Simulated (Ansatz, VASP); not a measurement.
# SiC2 in VASP and in Ansatz

```
Si C
1.0
     3.24405    0.00000    0.00000
    -1.62202    2.80943    0.00000
     0.00000    0.00000   12.51695
Si C
2 4
Direct
  0.33333 0.66667 0.00000
  0.66667 0.33333 0.00000
  0.33333 0.66667 0.65896
  0.33333 0.66667 0.34104
  0.66667 0.33333 0.65896
  0.66667 0.33333 0.34104
```

Alike in both runs: functional PBE; k mesh 6 × 6 × 2; occupations gaussian, width 0.1 eV; no spin polarisation.

Ansatz relaxed the structure, and its values are those at the end. VASP's run is a single point on that final structure, the one shown.

```csv
,VASP,Ansatz
version,VASP 6.6.1,Ansatz 0.2.0
potentials or method,"VASP PAW PBE potentials, release 64 (Si, C)","scalar-relativistic, plane waves, PAW"
plane-wave cutoff (eV),520,420
valence electrons in the cell,24,24
```

|  | VASP | Ansatz | Ansatz less VASP |
| --- | --- | --- | --- |
| gap on the k mesh at the Fermi level (eV) | none | none | - |
| pressure (GPa) | 0.0 | 0.0 | 0.00 |

A gap of «none» marks a metal or a gap that the smearing closes.

Caveats: the k mesh is coarse (spacing up to 0.37 Å⁻¹), so the values aren't converged; this functional lacks dispersion, which binds the layers, so the pressure and a relaxed spacing across them are unreliable.
